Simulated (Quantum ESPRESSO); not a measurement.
# Cu under changes of volume

One of the cells (11.810 Å³/atom); the others are scaled copies at fixed shape and fractional positions:

```
CELL_PARAMETERS angstrom
0.00000 1.80750 1.80750
1.80750 0.00000 1.80750
1.80750 1.80750 0.00000
ATOMIC_POSITIONS crystal
Cu 0.00000 0.00000 0.00000
```

* Program: Quantum ESPRESSO 7.5
* Functional: r2SCAN
* Potentials or basis: SG15 PBE 1.2
* Cutoff: 1197 eV
* Density cutoff: 4789 eV
* k mesh: 10 × 10 × 10
* Occupations: fermi-dirac, width 0.05 eV
* Spin: no spin polarisation

| volume (Å³/atom) | energy over the lowest point (meV/atom) | pressure (GPa) |
| --- | --- | --- |
| 11.102 | 7.85 | 6.1 |
| 11.338 | 1.37 | 2.4 |
| 11.574 | 0.00 | -0.9 |
| 11.810 | 3.17 | -3.8 |
| 12.047 | 10.31 | -6.3 |
| 12.283 | 21.00 | -8.6 |
| 12.519 | ? | ? |

**Question.** What does the run at 12.519 Å³/atom give?

**Answer.** Energy over the lowest point 34.80 meV/atom; pressure -10.5 GPa.

Worked out: A Birch-Murnaghan fit of order 3 (a polynomial in V^(-2/3)) to the other rows has its minimum at 11.52 Å³/atom with B0 = V·E''(V) = 153 GPa and B' = 5.0. It gives 34.77 meV/atom at 12.519 Å³/atom, against the run's 34.80, and -dE/dV = -10.3 GPa, against -10.5.

Energies are extrapolated to zero smearing.

Caveats: the potentials were made for another functional, which shifts forces and pressure.
